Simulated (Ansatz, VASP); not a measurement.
**MgO: VASP beside Ansatz**

```xyz
2
Lattice="3.0262 0.0000 0.0000 -1.5131 2.6207 0.0000 0.0000 0.0000 2.7199" Properties=species:S:1:pos:R:3 pbc="T T T"
Mg    0.0000    0.0000    0.0000
O     0.0000    1.7472    1.3599
```

Change from the starting cell: strain +0.030 along x and y, +0.015 along z, atoms carried along.

Alike in both runs: task single point; functional PBE; k mesh 9 × 9 × 8; occupations gaussian, width 0.05 eV; no spin polarisation.

|  | VASP | Ansatz |
| --- | --- | --- |
| version | VASP 6.6.1 | Ansatz 0.2.0 |
| potentials or method | VASP PAW PBE potentials, release 64 (Mg, O) | scalar-relativistic, plane waves, PAW |
| plane-wave cutoff (eV) | 520 | 420 |
| valence electrons in the cell | 8 | 16 |

|  | VASP | Ansatz | Ansatz less VASP |
| --- | --- | --- | --- |
| gap on the k mesh at the Fermi level (eV) | 2.39 | 2.42 | +0.021 |
| least direct gap on the mesh (eV) | 2.75 | 2.77 | +0.020 |
| pressure (GPa) | -9.1 | -8.5 | +0.61 |
| largest component of the traceless stress (GPa) | 3.13 | 3.18 | +0.053 |

With one functional, cell and mesh, what is left measures potentials, basis and numerics. The two sets of potentials don't hold the same shells in valence.

Caveats: an odd mesh through Γ misses points on the zone boundary, where band edges often lie.
